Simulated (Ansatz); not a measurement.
Crystal: Pb.

```
CELL_PARAMETERS angstrom
3.03861 -1.75032 0.00000
3.03861 1.75032 0.00000
-2.11546 0.00000 6.09522
ATOMIC_POSITIONS crystal
Pb 0.90851 0.90851 0.72629
Pb 0.09149 0.09149 0.27371
```

This isn't the form of Pb at room conditions, which is fcc.

| Item | Value |
| --- | --- |
| Program | Ansatz 0.2.0 |
| Task | relaxation of cell and atoms |
| Functional | PBE |
| Potentials or basis | all-electron LAPW, scalar-relativistic |
| Basis error allowed | 0.001 eV/atom |
| k mesh | 9 × 9 × 5 |
| Occupations | fermi-dirac, width 0.05 eV |
| Spin | no spin polarisation |

At the start: volume 32.42 Å³/atom.

**Question.** Where does the relaxation end?

**Answer.** Over 13 steps the energy falls by 66.2 meV/atom and the volume is 32.02 Å³/atom (-1.2 %); space group R-3m (No. 166, to 0.05 Å).

The path:
| step | energy change (eV) | largest force (eV/Å) | volume (Å³) |
| --- | --- | --- | --- |
| 1 | 0.0000 | 0.0790 | 64.84 |
| 2 | -0.0073 | 0.0343 | 66.46 |
| 3 | -0.0092 | 0.0219 | 66.75 |
| 4 | -0.0182 | 0.0647 | 66.57 |
| 5 | -0.0348 | 0.1910 | 66.86 |
| 6 | -0.0744 | 0.1816 | 65.68 |
| 7 | -0.1218 | 0.0417 | 63.88 |
| 8 | -0.1302 | 0.0053 | 64.29 |
| 9 | -0.1310 | 0.0007 | 64.01 |
| 10 | -0.1311 | 0.0002 | 64.06 |
| 11 | -0.1312 | 0.0001 | 64.12 |
| 12 | -0.1312 | 0.0003 | 64.05 |
| 13 | -0.1324 | 0.0004 | 64.05 |

Final structure:
```cif
data_structure
_symmetry_space_group_name_H-M 'P 1'
_symmetry_Int_Tables_number 1
_cell_length_a 3.6082
_cell_length_b 3.6082
_cell_length_c 7.1120
_cell_angle_alpha 120.947
_cell_angle_beta 120.947
_cell_angle_gamma 59.034
_cell_volume 64.05
loop_
_atom_site_label
_atom_site_type_symbol
_atom_site_fract_x
_atom_site_fract_y
_atom_site_fract_z
_atom_site_occupancy
Pb1 Pb 0.00003 0.00003 0.75001 1
Pb2 Pb 0.99997 0.99997 0.24999 1
```
